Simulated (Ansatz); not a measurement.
# Calculated field gradients at the nuclei for GaP under strain

The cell is a structure deposited in the COD, relaxed with PBE at fixed cell and then changed (z compressed by 3 %, ions relaxed).

```
Ga P
1.0
     0.00000    2.72525    2.64349
     2.72525    0.00000    2.64349
     2.72525    2.72525    0.00000
Ga P
1 1
Direct
  0.00000 0.00000 0.00000
  0.25000 0.25000 0.25000
```

Atom numbers follow the list; atoms alike are taken as one site, whose name carries the number of the first.

Computed with Ansatz: DFT, PBE, plane waves and PAW, scalar-relativistic, 420 eV cutoff, Γ-centred 14×14×14 k-points, Fermi–Dirac smearing 0.02 eV.

C_Q = eQV_zz/h, which is 24.18 MHz for Q = 1 b and V_zz = 10²¹ V/m²; η = (V_xx − V_yy)/V_zz.

69Ga: I = 3/2, Q = 171.0 mb. Q values from Pyykkö, Mol. Phys. 116, 1328 (2018).

Task: Which values are expected at the nuclei?

Result: 

```csv
site,atoms (order as listed),first shell,V_zz (10²¹ V/m²),η,C_Q (MHz)
Ga,1,4 P at 2.34 Å,0.63,0.00,2.59
P,2,4 Ga at 2.34 Å,-0.37,0.00,–
```

An axis of threefold or higher order runs through Ga and P, so V_zz lies along it and η is zero.

P has no stable isotope with a ground-state quadrupole moment in the table, so no C_Q is given.

At this changed cell the PBE pressure is 5 GPa.
